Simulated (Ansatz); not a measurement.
The system is Sb.

```
Sb
1.0
     3.35453    0.00000    0.00000
    -1.67727    2.90511    0.00000
     0.00000    0.00000    5.47016
Sb
2
Direct
  0.66667 0.33333 0.75000
  0.33333 0.66667 0.25000
```

This isn't the form of Sb at room conditions, which is rhombohedral.

```yaml
Program: Ansatz 0.2.0
Task: relaxation of cell and atoms
Functional: RPBE
Dispersion: D4
Potentials_or_basis: Ansatz PAW
Cutoff: "420 eV (not typed: the program's choice for these potentials)"
k_mesh: 9 × 9 × 5
Occupations: fermi-dirac, width 0.05 eV
Spin: no spin polarisation
```

At the start: volume 26.65 Å³/atom.

Question: Where does the relaxation end?

Answer: It ends after 5 steps and the volume is 25.42 Å³/atom (-4.6 %); space group P6_3/mmc (No. 194, to 0.05 Å).

Step by step:
```csv
step,energy change (eV),largest force (eV/Å),volume (Å³)
1,0.0000,0.0000,53.31
2,-0.0186,0.0000,49.65
3,-0.0246,0.0000,50.96
4,-0.0248,0.0000,50.83
5,-0.0241,0.0000,50.83
```

Final structure:
```yaml
crystal:
  lattice:
    - [3.30209, 0.00000, 0.00000]
    - [-1.65105, 2.85970, 0.00000]
    - [0.00000, 0.00000, 5.38321]
  atoms:
    - { symbol: Sb, position: [0.66667, 0.33333, 0.75000] }
    - { symbol: Sb, position: [0.33333, 0.66667, 0.25000] }
```

Caveat: the plane-wave basis is chosen anew once the cell has moved, so the energies of steps on either side of that aren't comparable; pairwise dispersion overbinds metals, which lowers pressure and volume; the PAW data sets come from PBE, with cores solved anew for the run's functional, which leaves a small shift of forces and pressure.
